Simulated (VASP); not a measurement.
Here is a VASP 6.6.1 calculation.

Contents of INCAR:

```
  ALGO = Normal
  EDIFF = 1E-7
  ENCUT = 520
  GGA = PE
  ISIF = 2
  ISMEAR = 0
  LASPH = T
  LCHARG = F
  LREAL = F
  LWAVE = F
  NBANDS = 16
  NELM = 100
  PREC = Accurate
  SIGMA = 0.02
```

KPOINTS

```
k-points
0
Gamma
  12 12 12
```

File POSCAR:

```
GaAs
1.0
    0.0000000000      2.8726922825      2.8726922825
    2.8726922825      0.0000000000      2.8726922825
    2.8726922825      2.8726922825      0.0000000000
Ga As
1 1
Direct
    0.0000000000      0.0000000000      0.0000000000
    0.2500000000      0.2500000000      0.2500000000
```

Potentials or basis: VASP PAW PBE potentials, release 64 (Ga_d, As).

The run is started by

```console
$ cat potpaw_PBE.64/Ga_d/POTCAR potpaw_PBE.64/As/POTCAR > POTCAR
$ mpirun -np 1 vasp_std > vasp.out
```

(1) Predict the band gap on the k mesh.

(2) Estimate the pressure.

## Answers

(1) 0.16 eV, direct.

(2) 0.2 GPa.

**Measured values to compare with.**

From “Evidence of valence band perturbations in GaAsN/GaAs(001): A combined variable-angle spectroscopic ellipsometry and modulated photoreflectance investigation”, 2008, arxiv:0805.2212, for a bulk crystal of GaAs at 300 K: band gap 1.412 ± 0.01 eV (direct).

Against the measured gap of GaAs, 1.412 eV (direct; 300 K; “Evidence of valence band perturbations in GaAsN/GaAs(001): A combined variable-angle spectroscopic ellipsometry and modulated photoreflectance investigation”, 2008, arxiv:0805.2212), the calculated 0.16 eV is off by -1.25 eV. So large a miss can be the level of theory's own, or it may mean another phase, state or a wrong row. 3 values of this kind are on record (1.412 to 1.51 eV); this one was drawn at random among those near their median, those with a stated uncertainty first. Spin-orbit coupling on As, Ga is left out. The value is that of PBE, without temperature or zero-point motion. Semilocal functionals fall short of measured gaps as a rule.
